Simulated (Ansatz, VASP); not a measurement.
Te in VASP and in Ansatz

```
Te
1.0
     3.82029   -2.14820    0.00000
     3.82029    2.14820    0.00000
    -0.09429    0.00000    5.97609
Te
3
Cartesian
  5.2139 0.0000 3.9513
  2.3324 0.0000 2.0248
  0.0000 0.0000 0.0000
```

This isn't the form of Te at room conditions, which is trigonal, of chains.

Alike in both runs: task single point; functional PBEsol; k mesh 6 × 6 × 4; occupations gaussian, width 0.1 eV; no spin polarisation.

```csv
,VASP,Ansatz
version,VASP 6.6.1,Ansatz 0.2.0
potentials or method,"VASP PAW PBE potentials, release 64 (Te)","scalar-relativistic, plane waves, PAW"
plane-wave cutoff (eV),520,420
valence electrons in the cell,18,48
```

|  | VASP | Ansatz | Ansatz less VASP |
| --- | --- | --- | --- |
| gap on the k mesh at the Fermi level (eV) | none | none | - |
| pressure (GPa) | -1.9 | -1.9 | -0.03 |
| largest component of the traceless stress (GPa) | 0.38 | 0.38 | +0.006 |
| rms of the force components (eV/Å) | 0.020 | 0.016 | -0.0037 |

Atom by atom the forces differ by 0.004 eV/Å (rms over components). A gap of «none» marks a metal or a gap that the smearing closes. With one functional, cell and mesh, what is left measures potentials, basis and numerics. The two sets of potentials don't hold the same shells in valence. Ansatz warned: «pseudo_functional_mismatch».

Caveats: the PAW data sets were made with another functional, which shifts forces and pressure a little (VASP). The runs have no spin-orbit coupling, so splittings on Te are missing.
